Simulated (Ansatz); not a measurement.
**Ti: other elements on the same sites**

What happens to the structure of Ti under Ti → Ru? Each swap replaces an element on all its sites; cell and atoms are relaxed again.

Computed with Ansatz 0.2.0 (DFT r2SCAN, scalar-relativistic, plane waves, PAW, unless a step's input says otherwise).

1 further run of the same task is left out (set aside as unsound or not needed).

## Step 1: The system as given

Symmetry: P6/mmm, No. 191, hexagonal system. The conventional cell has a = 4.568 Å, b = 4.568 Å, c = 2.825 Å, α = 90.00°, β = 90.00°, γ = 120.00°. Ti (site symmetry 6/mmm) has 14 Ti at 2.82 to 2.99 Å as nearest neighbours. Ti (site symmetry -6m2) has 11 Ti at 2.64 to 2.99 Å as nearest neighbours.

Coordinates:

```
Ti
1.0
     4.56802    0.00000    0.00000
    -2.28401    3.95602    0.00000
     0.00000    0.00000    2.82456
Ti
3
Direct
  0.00000 0.00000 0.00000
  0.33333 0.66667 0.50000
  0.66667 0.33333 0.50000
```

It goes back to an entry of the Materials Project, which need not be the stable form.

This cell was relaxed beforehand with the same method: volume 17.01 Å³/atom, gap on the mesh none (metal).

## Step 2: Ti → Ru: the starting cell

Ru starts from the relaxed positions of Ti, with all lengths scaled by 0.939, a guess from tabulated radii.

## Step 3: Quick check of gap, pressure and forces (Ru)

Contents of input.yaml:

```yaml
crystal:
  lattice:
    - [4.2893122621, 0.0, 0.0]
    - [-2.1446561311, 3.7146533838, 0.0]
    - [0.0, 0.0, 2.652227427]
  atoms:
    - { symbol: Ru, position: [0.0, 0.0, 0.0] }
    - { symbol: Ru, position: [0.3333333333, 0.6666666667, 0.5] }
    - { symbol: Ru, position: [0.6666666667, 0.3333333333, 0.5] }
basis:
  ecutwfc: 500
kpoints:
  mp_grid: { grid: [6, 6, 6] }
hamiltonian:
  xc: r2scan
scf:
  occupations: { method: gaussian, width: 0.1 }
output:
  forces: true
  stress: true
  eigenvalues: true
```

On the command line:

```sh
ansatz run input.yaml --threads 1 --pin off --max-ram 2560MiB --backend cpu --events-out ev --progress --plain --runs-dir out
```

Log, cut to the lines that bear on the results:

```text
[...]
SCF converged after 8 iterations
Free energy (F): -17671.202194 eV
[...]
E sigma→0 (E₀):  -17671.189788 eV
Entropy (-TS):   -0.024812 eV (-8.271 meV/atom)
Fermi energy:    22.561471 eV
[...]
--- Forces (eV/Å), atoms counted from 1 ---
  atom   1  Ru    -0.00000000     0.00000000     0.00000000
  atom   2  Ru     0.00000000     0.00000000     0.00000000
  atom   3  Ru    -0.00000000    -0.00000000     0.00000000
[...]
--- Stress (GPa, compression-positive) ---
       -7.978263       0.000000       0.000000
        0.000000      -7.978263       0.000000
        0.000000       0.000000      -1.167075
  P = ⅓ Tr σ = -5.7079 GPa (-57.079 kbar)
--- Band table (eV; the first three rows and the last of 28) ---
[...]
```

Run time: 2.2 s. Hardware: 1 thread of Intel Xeon 6975P-C (Granite Rapids), shared host; peak memory 0.46 GiB.

Read-out: pressure -5.7 GPa, largest force 0.00 eV/Å, gap on this mesh none (metal). By this gap the next run takes a mesh of 12×12×16.

## Step 4: Relaxing cell and atoms (Ru)

Changes to input.yaml since step 3:

```diff
@@ -12,3 +12,3 @@
 kpoints:
-  mp_grid: { grid: [6, 6, 6] }
+  mp_grid: { grid: [12, 12, 16] }
 hamiltonian:
@@ -21 +21,6 @@
   eigenvalues: true
+relax:
+  adjacent_minimum: "off"
+  f_tol: 0.01
+  max_steps: 60
+  cell: { stress_tol: 0.1 }
```

On the command line:

```sh
ansatz run input.yaml --threads 1 --pin off --max-ram 2560MiB --backend cpu --events-out ev --progress --plain --runs-dir out
```

Log:

```text
Warning: RAYON_NUM_THREADS=1 ignored (pool sized by the plan → 1); use --threads N
Engine: ansatz 0.2.0, x86_64-unknown-linux-gnu
Pseudopotentials: kind: paw
Pseudopotential: Ru, paw, valence charge 16, recommended cutoff 500 eV (meta_gga), Ru.paw.azcp
Functional definition: r2SCAN
  parameter k0 = 0.174
  parameter k1 = 0.065
  parameter a1 = 4.9479
  exchange = r2scan_x(k0 = k0, k1 = k1, a1 = a1)
  correlation = r2scan_c
Crystal: 3 atoms, lattice volume = 42.259 Å³
Basis set: ecut = 500 eV, 1095 PW (Γ), exchange–correlation on 128×128×80 points (64 copies of the dense FFT grid, shifted against one another)
Bands: 29, of which v1, the nominal top of the filled ones, is band 24 counted from 1 (23 counted from 0)
Symmetry: 24 space group operations
Space group: P6/mmm (ITA 191), of the structure as read, at distance tolerance 3.5e-5 Å
k-points: 171 of 2304
Non-local potential: Ru, projectors of the file, l = 0: 3, l = 1: 2, l = 2: 2, l = 3: 1
PAW form: soft (Blöchl's): semilocal exchange-correlation on the pseudo side does not see the compensation charge
PAW frozen core: Ru, regenerated for the run's functional (the file was generated under x = pbe(κ = 0.804, μ = 0.2195149727645171), c = pbe(β = 0.06672455060314922))
PAW one-centre angular grid: Ru, 590 points (default); XC on 160 Gauss nodes
Initial density: superposition of atomic densities (neutral atoms: chi_scale 0, normalization atom), corrected by the library's trained network
Initial wavefunctions: pseudopotential atomic-orbital guess
Functional: x = r2scan, c = r2scan; τ floored in thin density (d = 2e-4 eV/Å³)
SCF iter   1: F=—  HF=-17671.261101 eV  |F-HF|=—  |Δ(HF+E_count)|=         —  Δρ=1.30e-2  dr2=2.80e-2  dr2_τ=2.37e-2  ethr=1.77e-3  ⟨swp⟩=4.9  Hψ=17580  notcnv=0
preconditioner: auto → none  [metal: Δε(μ)=0.012 eV  Ē_g=5.101 eV  σ=0.100 eV  W_gap=0.07  n_scr=8 (ndim 8)  ℏωp=28.0 eV  f_vac=0.000  D(μ)=3.52/eV (n_scr^D=44)  sad-step TF]
SCF iter   2: F=—  HF=-17671.288037 eV  |F-HF|=—  |Δ(HF+E_count)|=   2.69e-2  Δρ=7.49e-3  dr2=1.03e-2  dr2_τ=1.01e-3  ethr=5.83e-5  ⟨swp⟩=2.0  Hψ=10453  notcnv=0  defer=35
SCF iter   3: F=—  HF=-17671.304363 eV  |F-HF|=—  |Δ(HF+E_count)|=   1.63e-2  Δρ=1.43e-2  dr2=1.81e-1  dr2_τ=1.01e-2  ethr=2.14e-5  ⟨swp⟩=2.4  Hψ=9471  notcnv=0  defer=35  recentre
SCF iter   4: F=—  HF=-17671.291312 eV  |F-HF|=—  |Δ(HF+E_count)|=   1.31e-2  Δρ=1.93e-3  dr2=1.09e-3  dr2_τ=1.05e-4  ethr=2.14e-5  ⟨swp⟩=2.0  Hψ=7176  notcnv=0  defer=35
SCF iter   5: F=—  HF=-17671.291751 eV  |F-HF|=—  |Δ(HF+E_count)|=   4.39e-4  Δρ=5.48e-4  dr2=7.20e-5  dr2_τ=6.38e-6  ethr=2.28e-6  ⟨swp⟩=2.1  Hψ=7216  notcnv=0  defer=41
SCF iter   6: F=—  HF=-17671.291820 eV  |F-HF|=—  |Δ(HF+E_count)|=   6.85e-5  Δρ=9.14e-5  dr2=2.08e-6  dr2_τ=1.85e-7  ethr=1.50e-7  ⟨swp⟩=2.0  Hψ=7088  notcnv=0  defer=43
SCF iter   7: F=—  HF=-17671.291823 eV  |F-HF|=—  |Δ(HF+E_count)|=   2.87e-6  Δρ=2.50e-5  dr2=2.25e-7  dr2_τ=1.91e-8  ethr=4.33e-9  ⟨swp⟩=2.0  Hψ=8980  notcnv=0  defer=43
SCF iter   8: F=-17671.291823 eV  HF=-17671.291823 eV  |F-HF|=9.12e-9  |Δ(HF+E_count)|=   1.74e-7  Δρ=4.98e-6  dr2=6.38e-9  dr2_τ=5.13e-10  ethr=2.08e-10  ⟨swp⟩=5.6  Hψ=17303  notcnv=0
SCF 1 converged in 8 iterations: F = -17671.291823 eV  dr2 = 6.38e-9
relax step   1: F+E_penalty+E_count = -17671.29182291 eV  Δ(F+E_penalty+E_count) = +0.000e0 eV  max|allowed force component| = 1.696e-17 eV/Å  Δτ_max = 0.0000 Å  P = -6.098 GPa  Ω = 42.259 Å³  (8 SCF iters, dr2 threshold 1.00e-7 eV, accepted)
Crystal: 3 atoms, lattice volume = 40.546 Å³
Basis set: ecut = 500 eV, 1023 PW (Γ), exchange–correlation on 128×128×80 points (64 copies of the dense FFT grid, shifted against one another)
Initial density: handed on by an earlier stage of this run
Initial wavefunctions: those handed on with the density
iter 1 solved again at ethr=1.43e-5 eV; its pass at ethr=3.10e-3 eV (dr2=6.88e-3 eV) is discarded
SCF iter   1: F=—  HF=-17671.138180 eV  |F-HF|=—  |Δ(HF+E_count)|=         —  Δρ=4.48e-3  dr2=7.17e-3  dr2_τ=1.62e-1  ethr=1.43e-5  ⟨swp⟩=2.0  Hψ=27423  notcnv=0
preconditioner: auto → none  [metal: Δε(μ)=0.005 eV  Ē_g=5.424 eV  σ=0.100 eV  W_gap=0.03  n_scr=8 (ndim 8)  ℏωp=28.6 eV  f_vac=0.000  D(μ)=3.59/eV (n_scr^D=44)]
SCF iter   2: F=—  HF=-17671.298723 eV  |F-HF|=—  |Δ(HF+E_count)|=   1.61e-1  Δρ=6.27e-3  dr2=2.80e-2  dr2_τ=2.06e-3  ethr=1.43e-5  ⟨swp⟩=2.1  Hψ=9912  notcnv=0  recentre
SCF iter   3: F=—  HF=-17671.296862 eV  |F-HF|=—  |Δ(HF+E_count)|=   1.86e-3  Δρ=4.22e-3  dr2=1.25e-2  dr2_τ=8.36e-4  ethr=1.43e-5  ⟨swp⟩=2.0  Hψ=7488  notcnv=0
SCF iter   4: F=—  HF=-17671.296258 eV  |F-HF|=—  |Δ(HF+E_count)|=   6.03e-4  Δρ=1.31e-3  dr2=2.31e-4  dr2_τ=5.55e-5  ethr=1.43e-5  ⟨swp⟩=1.5  Hψ=5170  notcnv=0
SCF iter   5: F=—  HF=-17671.296584 eV  |F-HF|=—  |Δ(HF+E_count)|=   3.26e-4  Δρ=3.58e-4  dr2=4.48e-5  dr2_τ=3.64e-6  ethr=4.81e-7  ⟨swp⟩=2.0  Hψ=8843  notcnv=0
SCF iter   6: F=—  HF=-17671.296582 eV  |F-HF|=—  |Δ(HF+E_count)|=   2.33e-6  Δρ=1.11e-4  dr2=4.65e-6  dr2_τ=3.59e-7  ethr=9.34e-8  ⟨swp⟩=2.2  Hψ=7452  notcnv=0
SCF iter   7: F=—  HF=-17671.296581 eV  |F-HF|=—  |Δ(HF+E_count)|=   7.50e-7  Δρ=4.38e-5  dr2=7.16e-7  dr2_τ=3.86e-8  ethr=9.68e-9  ⟨swp⟩=2.3  Hψ=8768  notcnv=0
SCF iter   8: F=-17671.296581 eV  HF=-17671.296581 eV  |F-HF|=7.53e-10  |Δ(HF+E_count)|=   1.50e-7  Δρ=4.08e-6  dr2=4.06e-9  dr2_τ=8.64e-10  ethr=6.25e-10  ⟨swp⟩=5.3  Hψ=20188  notcnv=0
SCF 2 converged in 8 iterations: F = -17671.296581 eV  dr2 = 4.06e-9
relax step   2: F+E_penalty+E_count = -17671.29658118 eV  Δ(F+E_penalty+E_count) = -4.758e-3 eV  max|allowed force component| = 4.163e-17 eV/Å  Δτ_max = 0.0000 Å  P = +7.829 GPa  Ω = 40.546 Å³  energy of the carried Pulay correction = +1.247e-3 eV  (8 SCF iters, dr2 threshold 3.00e-7 eV, accepted)
Crystal: 3 atoms, lattice volume = 41.523 Å³
Basis set: ecut = 500 eV, 1047 PW (Γ), exchange–correlation on 128×128×80 points (64 copies of the dense FFT grid, shifted against one another)
iter 1 solved again at ethr=6.95e-6 eV; its pass at ethr=3.10e-3 eV (dr2=3.33e-3 eV) is discarded
SCF iter   1: F=—  HF=-17671.266413 eV  |F-HF|=—  |Δ(HF+E_count)|=         —  Δρ=2.95e-3  dr2=3.57e-3  dr2_τ=4.63e-2  ethr=6.95e-6  ⟨swp⟩=2.8  Hψ=26185  notcnv=0
preconditioner: auto → none  [metal: Δε(μ)=0.003 eV  Ē_g=5.187 eV  σ=0.100 eV  W_gap=0.02  n_scr=8 (ndim 8)  ℏωp=28.2 eV  f_vac=0.000  D(μ)=3.71/eV (n_scr^D=44)]
SCF iter   2: F=—  HF=-17671.321594 eV  |F-HF|=—  |Δ(HF+E_count)|=   5.52e-2  Δρ=4.49e-3  dr2=1.45e-2  dr2_τ=1.09e-3  ethr=6.95e-6  ⟨swp⟩=2.0  Hψ=9116  notcnv=0  recentre
SCF iter   3: F=—  HF=-17671.320428 eV  |F-HF|=—  |Δ(HF+E_count)|=   1.17e-3  Δρ=2.65e-3  dr2=5.27e-3  dr2_τ=3.75e-4  ethr=6.95e-6  ⟨swp⟩=2.0  Hψ=7658  notcnv=0
SCF iter   4: F=—  HF=-17671.320122 eV  |F-HF|=—  |Δ(HF+E_count)|=   3.06e-4  Δρ=8.68e-4  dr2=1.34e-4  dr2_τ=2.73e-5  ethr=6.95e-6  ⟨swp⟩=1.3  Hψ=5051  notcnv=0
SCF iter   5: F=—  HF=-17671.320260 eV  |F-HF|=—  |Δ(HF+E_count)|=   1.38e-4  Δρ=5.95e-4  dr2=1.42e-4  dr2_τ=7.41e-6  ethr=2.80e-7  ⟨swp⟩=2.0  Hψ=9084  notcnv=0
SCF iter   6: F=—  HF=-17671.320234 eV  |F-HF|=—  |Δ(HF+E_count)|=   2.62e-5  Δρ=3.67e-4  dr2=5.40e-5  dr2_τ=1.79e-6  ethr=2.80e-7  ⟨swp⟩=1.0  Hψ=4962  notcnv=0
SCF iter   7: F=—  HF=-17671.320223 eV  |F-HF|=—  |Δ(HF+E_count)|=   1.06e-5  Δρ=2.07e-4  dr2=1.68e-5  dr2_τ=7.38e-7  ethr=1.13e-7  ⟨swp⟩=1.4  Hψ=5662  notcnv=0
SCF iter   8: F=—  HF=-17671.320219 eV  |F-HF|=—  |Δ(HF+E_count)|=   3.84e-6  Δρ=9.30e-5  dr2=3.36e-6  dr2_τ=1.66e-7  ethr=3.51e-8  ⟨swp⟩=2.5  Hψ=7024  notcnv=0
SCF iter   9: F=-17671.320218 eV  HF=-17671.320218 eV  |F-HF|=8.77e-8  |Δ(HF+E_count)|=   9.15e-7  Δρ=1.86e-5  dr2=1.31e-7  dr2_τ=6.62e-9  ethr=6.25e-10  ⟨swp⟩=3.0  Hψ=20517  notcnv=0
SCF 3 converged in 9 iterations: F = -17671.320218 eV  dr2 = 1.31e-7
relax step   3: F+E_penalty+E_count = -17671.32021821 eV  Δ(F+E_penalty+E_count) = -2.364e-2 eV  max|allowed force component| = 2.159e-17 eV/Å  Δτ_max = 0.0000 Å  P = -0.415 GPa  Ω = 41.523 Å³  energy of the carried Pulay correction = +5.357e-4 eV  (9 SCF iters, dr2 threshold 3.00e-7 eV, accepted)
Crystal: 3 atoms, lattice volume = 41.473 Å³
iter 1 solved again at ethr=1.56e-8 eV; its pass at ethr=3.10e-3 eV (dr2=7.51e-6 eV) is discarded
SCF iter   1: F=—  HF=-17671.320195 eV  |F-HF|=—  |Δ(HF+E_count)|=         —  Δρ=1.28e-4  dr2=6.56e-6  dr2_τ=1.21e-4  ethr=1.56e-8  ⟨swp⟩=3.0  Hψ=23985  notcnv=0
preconditioner: auto → none  [metal: Δε(μ)=0.002 eV  Ē_g=5.224 eV  σ=0.100 eV  W_gap=0.01  n_scr=8 (ndim 8)  ℏωp=28.2 eV  f_vac=0.000  D(μ)=3.66/eV (n_scr^D=44)]
SCF iter   2: F=—  HF=-17671.320335 eV  |F-HF|=—  |Δ(HF+E_count)|=   1.40e-4  Δρ=2.14e-4  dr2=3.37e-5  dr2_τ=2.44e-6  ethr=1.37e-8  ⟨swp⟩=2.1  Hψ=9112  notcnv=0  recentre
SCF iter   3: F=—  HF=-17671.320333 eV  |F-HF|=—  |Δ(HF+E_count)|=   1.92e-6  Δρ=1.45e-4  dr2=1.60e-5  dr2_τ=1.23e-6  ethr=1.37e-8  ⟨swp⟩=2.0  Hψ=7288  notcnv=0
SCF iter   4: F=—  HF=-17671.320331 eV  |F-HF|=—  |Δ(HF+E_count)|=   1.22e-6  Δρ=4.39e-5  dr2=3.74e-7  dr2_τ=6.72e-8  ethr=1.37e-8  ⟨swp⟩=1.5  Hψ=5160  notcnv=0
SCF iter   5: F=—  HF=-17671.320332 eV  |F-HF|=—  |Δ(HF+E_count)|=   3.64e-7  Δρ=3.57e-5  dr2=5.10e-7  dr2_τ=2.70e-8  ethr=6.25e-10  ⟨swp⟩=5.8  Hψ=21982  notcnv=0
SCF iter   6: F=-17671.320332 eV  HF=-17671.320332 eV  |F-HF|=5.75e-8  |Δ(HF+E_count)|=   1.24e-7  Δρ=1.48e-5  dr2=8.67e-8  dr2_τ=4.53e-9  ethr=6.25e-10  ⟨swp⟩=2.4  Hψ=16898  notcnv=0
SCF 4 converged in 6 iterations: F = -17671.320332 eV  dr2 = 8.67e-8
relax step   4: F+E_penalty+E_count = -17671.32033162 eV  Δ(F+E_penalty+E_count) = -1.134e-4 eV  max|allowed force component| = 4.626e-17 eV/Å  Δτ_max = 0.0000 Å  P = -0.018 GPa  Ω = 41.473 Å³  energy of the carried Pulay correction = +5.718e-4 eV  (6 SCF iters, dr2 threshold 3.00e-7 eV, accepted)
Initial wavefunctions: pseudopotential atomic-orbital guess (no wavefunctions were taken with the density)
iter 1 solved again at ethr=3.25e-8 eV; its pass at ethr=3.10e-3 eV (dr2=1.56e-5 eV) is discarded
SCF iter   1: F=—  HF=-17671.319773 eV  |F-HF|=—  |Δ(HF+E_count)|=         —  Δρ=1.44e-4  dr2=5.01e-7  dr2_τ=3.57e-6  ethr=3.25e-8  ⟨swp⟩=3.4  Hψ=32610  notcnv=0
preconditioner: auto → none  [metal: Δε(μ)=0.002 eV  Ē_g=5.223 eV  σ=0.100 eV  W_gap=0.01  n_scr=8 (ndim 8)  ℏωp=28.2 eV  f_vac=0.000  D(μ)=3.66/eV (n_scr^D=44)]
SCF iter   2: F=—  HF=-17671.319793 eV  |F-HF|=—  |Δ(HF+E_count)|=   1.98e-5  Δρ=7.16e-5  dr2=2.11e-7  dr2_τ=8.09e-7  ethr=1.04e-9  ⟨swp⟩=2.1  Hψ=7072  notcnv=0
SCF iter   3: F=—  HF=-17671.319800 eV  |F-HF|=—  |Δ(HF+E_count)|=   7.33e-6  Δρ=8.26e-5  dr2=5.34e-6  dr2_τ=3.93e-7  ethr=4.39e-10  ⟨swp⟩=2.4  Hψ=8972  notcnv=0  recentre
SCF iter   4: F=—  HF=-17671.319800 eV  |F-HF|=—  |Δ(HF+E_count)|=   3.87e-7  Δρ=8.95e-6  dr2=4.76e-9  dr2_τ=1.23e-8  ethr=4.39e-10  ⟨swp⟩=2.0  Hψ=7347  notcnv=0
SCF iter   5: F=—  HF=-17671.319801 eV  |F-HF|=—  |Δ(HF+E_count)|=   1.17e-7  Δρ=1.35e-6  dr2=1.96e-10  dr2_τ=1.22e-10  ethr=9.92e-12  ⟨swp⟩=2.1  Hψ=8637  notcnv=0
SCF iter   6: F=-17671.319801 eV  HF=-17671.319801 eV  |F-HF|=9.09e-11  |Δ(HF+E_count)|=  8.84e-10  Δρ=3.67e-7  dr2=2.32e-11  dr2_τ=1.16e-11  ethr=1.00e-12  ⟨swp⟩=4.1  Hψ=18031  notcnv=0
SCF 5 converged in 6 iterations: F = -17671.319801 eV  dr2 = 2.32e-11
relax step   5: F+E_penalty+E_count = -17671.31980058 eV  Δ(F+E_penalty+E_count) = +5.310e-4 eV  max|allowed force component| = 2.467e-17 eV/Å  Δτ_max = 0.0000 Å  P = -0.030 GPa  Ω = 41.473 Å³  stress off target by 3.87e-2 GPa  SCF on the basis re-selected at this cell (its energy is not comparable with the rows above)  (6 SCF iters)
basis re-selected at this cell: Δ(F+E_penalty+E_count) = +5.310e-4 eV, ΔP = -0.011 GPa vs the last step (what re-selecting the basis moved, of the pressure what is left beyond the Pulay correction that the steps carried, after the strain that the cell walked since its last selection, with what the two solves' SCF thresholds leave and, on support functions, any second-order correction that the steps lacked; it is no measure of the basis error at this ecutwfc). This SCF's stress stands 3.87e-2 GPa from its target on what of the cell is left free (relax.cell.stress_tol is 1.00e-1 GPa) and its largest allowed force component is 2.47e-17 eV/Å (relax.f_tol is 1.00e-2 eV/Å): within both
SCF converged after 6 iterations
Free energy (F): -17671.319801 eV
Harris-Foulkes:  -17671.319801 eV  (|F-HF|=9.09e-11)
Internal energy: -17671.301493 eV  (E = F + TS)
E sigma→0 (E₀):  -17671.310647 eV
Entropy (-TS):   -0.018308 eV (-6.103 meV/atom)
Fermi energy:    23.073420 eV
--- Per-component energies (eV) ---
  E_band       = -228.114125
  E_kinetic    = 1542.723828
  E_local      = -3854.995306  (includes V_loc(G=0)·N_el)
  E_nonlocal   = 1030.011123
  E_hartree    = 1241.842466
  E_xc         = -552.185636
  E_vxc        = -799.893190  (∫ρ·V_xc dr)
  E_paw        = -10437.201459  (= ΣΔE_a)
  E_vpaw       = -685.936403  (= ΣTr[D̂ρ^β])
  E_aug_tail   = 0.000267  (compensation charges beyond the density's cutoff)
  E_vtau       = 56.290483  (kinetic-family band-sum trace: ∫τ·v_τ [+ j·A + Jᵃ·Aᵃ] dr)
  E_ewald      = -6640.563910
  E_core_change = -0.932867  (= ΣΔE_core)
  E_smearing   = -0.018308  (= −TS)
  E_closure    = 0.000000  (closes the sum)
  Σ components = -17671.319801   (vs F -17671.319801, Δ=0.00e0)
--- Forces (eV/Å), atoms counted from 1 ---
  atom   1  Ru     0.00000000     0.00000000     0.00000000
  atom   2  Ru    -0.00000000     0.00000000     0.00000000
  atom   3  Ru     0.00000000    -0.00000000     0.00000000
  max |Σ_I F_I| component: 2.31e-17 eV/Å
--- Stress (GPa, compression-positive) ---
       -0.038669       0.000000       0.000000
        0.000000      -0.038669       0.000000
        0.000000       0.000000      -0.011655
  P = ⅓ Tr σ = -0.0297 GPa (-0.297 kbar)
--- Band table (eV; the first three rows and the last of 171) ---
  k-point 0: bands = ["-52.4293", "-52.1335", "-52.1205", "-21.9933", "-21.9933", "-21.5492", "-21.5492", "-21.2519", "-20.9759", "-20.9365", "-20.9037", "-20.9037", "14.6905", "16.7259", "19.4440", "19.4440", "19.5080", "19.5080", "19.5753", "20.1355", "20.8245", "20.8245", "21.5648", "21.5648", "21.6637", "21.6637", "24.8202", "24.8202", "32.8941"]
  k-point 1: bands = ["-52.4257", "-52.1319", "-52.1180", "-21.9904", "-21.9904", "-21.5420", "-21.5420", "-21.2751", "-20.9988", "-20.9636", "-20.9065", "-20.9065", "14.8049", "16.8428", "19.2954", "19.2954", "19.3970", "19.3970", "19.7394", "20.2507", "20.7084", "20.7084", "21.6850", "21.6850", "21.7963", "21.7963", "24.7620", "24.7620", "32.9870"]
  k-point 2: bands = ["-52.4155", "-52.1271", "-52.1110", "-21.9818", "-21.9818", "-21.5209", "-21.5209", "-21.3405", "-21.0638", "-21.0406", "-20.9146", "-20.9146", "15.1344", "17.1778", "18.8951", "18.8951", "19.1071", "19.1071", "20.2220", "20.5982", "20.6007", "20.6007", "21.7110", "21.7110", "22.2154", "22.2154", "24.6233", "24.6233", "33.2392"]
  k-point 170: bands = ["-52.1947", "-52.1947", "-52.0919", "-22.1703", "-21.7815", "-21.7815", "-21.4874", "-21.4737", "-21.4737", "-21.2214", "-21.2214", "-20.9037", "16.4038", "18.0047", "18.2125", "18.2125", "18.7826", "18.7826", "19.8898", "19.8898", "20.9233", "20.9233", "22.2142", "24.2515", "24.9801", "25.1568", "25.1568", "26.0182", "29.2477"]
--- Relaxed structure (4 steps of the walk, 4 accepted, 1 SCFs on fresh bases) ---
  F+E_penalty+E_count = -17671.31980058 eV   max|allowed force component| = 2.467e-17 eV/Å   (the final SCF, on the basis selected at the relaxed cell)
  cell:  # Å, volume = 41.4726 Å³
    - [4.23772563365972, 2.8520469214762397e-11, 0.0]
    - [-2.1188628168545596, 3.669978053003566, 0.0]
    - [0.0, 0.0, 2.666645086870692]
  atoms:
    - { symbol: Ru, position: [-1.4811104126105836e-34, 4.302742419642171e-35, 0.0] }
    - { symbol: Ru, position: [0.33333333333333337, 0.6666666666666666, 0.5] }
    - { symbol: Ru, position: [0.6666666666666666, 0.33333333333333326, 0.5] }
```

Run time: 57 s. Hardware: 1 thread of Intel Xeon 6975P-C (Granite Rapids), shared host; peak memory 0.59 GiB.

The steps of the relaxation:

| step | E - E(step 1) (eV/cell) | largest force component (eV/Å) | pressure (GPa) | volume (Å³) |
| --- | --- | --- | --- | --- |
| 1 | 0.0000 | 0.0000 | -6.10 | 42.26 |
| 2 | -0.0048 | 0.0000 | 7.83 | 40.55 |
| 3 | -0.0284 | 0.0000 | -0.41 | 41.52 |
| 4 | -0.0285 | 0.0000 | -0.02 | 41.47 |
| 5 | -0.0280 | 0.0000 | -0.03 | 41.47 |

Step 1 is the start. Step 5 repeats the geometry before it on a plane-wave basis chosen anew for that cell, so its energy need not be comparable with the rows above.

|  | before | after | change |
| --- | --- | --- | --- |
| a (Å) | 4.289 | 4.238 | -1.2 % |
| b (Å) | 4.289 | 4.238 | -1.2 % |
| c (Å) | 2.652 | 2.667 | +0.5 % |
| volume (Å³/atom) | 14.09 | 13.82 | -1.9 % |
| shortest distance (Å) | 2.476 | 2.447 | -1.2 % |
| space group (0.01 Å) | P6/mmm | P6/mmm | same |

Forces and stress were held to the start's 24 operations: a distortion of lower symmetry was not tested.

## Step 5: The crystals compared

```
   swap  formula  volume (Å³/atom)  a (Å)  b (Å)  c (Å)  gap (eV)   space group
   none       Ti             17.01  4.568  4.568  2.825     metal  P6/mmm (191)
Ti → Hf       Hf             22.06  4.974  4.974  3.089     metal  P6/mmm (191)
Ti → Ge       Ge             18.71  4.760  4.760  2.860     metal  P6/mmm (191)
Ti → Pb       Pb             31.30  5.677  5.677  3.364     metal  P6/mmm (191)
Ti → Zr       Zr             23.14  5.038  5.038  3.158     metal  P6/mmm (191)
Ti → Si       Si             14.32  4.380  4.380  2.585     metal  P6/mmm (191)
Ti → Ru       Ru             13.82  4.238  4.238  2.667     metal  P6/mmm (191)
```

Lengths are those of the computed cell. Rows of earlier swaps come from the sessions before.

## Step 6: What came out

| quantity | value |
| --- | --- |
| Ti → Ru (Ru) | 13.82 Å³/atom, gap none (metal) |

In words: Per atom and against the relaxed parent, Pb is the largest of the new crystals (+83.9 %) and Ru the smallest (-18.8 %). All of them are metals at this level.
